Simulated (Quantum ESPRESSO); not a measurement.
# CsSnI3 under changes of volume

One of the cells (47.797 Å³/atom); the others are scaled copies at fixed shape and fractional positions:

```xyz
5
Lattice="6.2057 0.0000 0.0000 0.0000 6.2057 0.0000 0.0000 0.0000 6.2057" Properties=species:S:1:pos:R:3 pbc="T T T"
Cs    0.0000    0.0000    0.0000
I     3.1029    3.1029    0.0000
I     3.1029    0.0000    3.1029
I     0.0000    3.1029    3.1029
Sn    3.1029    3.1029    3.1029
```

| Property | Result |
| --- | --- |
| Program | Quantum ESPRESSO 7.5 |
| Functional | PBE |
| Potentials or basis | SSSP 1.3 efficiency PBE |
| Cutoff | 816 eV |
| Density cutoff | 6531 eV |
| k mesh | 5 × 5 × 5 |
| Occupations | fermi-dirac, width 0.05 eV |
| Spin | no spin polarisation |

```tsv
volume (Å³/atom)	energy over the lowest point (meV/atom)	pressure (GPa)	gap on the mesh (eV)
44.929	21.23	1.7	1.67
45.885	12.28	1.3	1.69
46.841	5.93	0.8	1.71
47.797	1.93	0.5	1.73
48.753	0.02	0.1	1.75
49.709	0.00	-0.2	1.77
50.665	?	?	?
```

Task: What does the run at 50.665 Å³/atom give?

Result: Energy over the lowest point 1.66 meV/atom; pressure -0.4 GPa; gap on the mesh 1.79 eV.

Worked out: A Birch-Murnaghan fit of order 3 (a polynomial in V^(-2/3)) to the other rows has its minimum at 49.24 Å³/atom with B0 = V·E''(V) = 15.4 GPa and B' = 4.5. It gives 1.67 meV/atom at 50.665 Å³/atom, against the run's 1.66, and -dE/dV = -0.4 GPa, against -0.4. A straight line through the other rows of the gap, of slope 0.989 eV per unit of ln V (its deformation potential), extrapolates to 1.79 eV, against the run's 1.79.

Energies are extrapolated to zero smearing.

Caveats: spin-orbit coupling is left out, which moves the levels of the heavy elements; an odd mesh through Γ misses points on the zone boundary, where band edges often lie; the cell was measured hot, at 500 K.
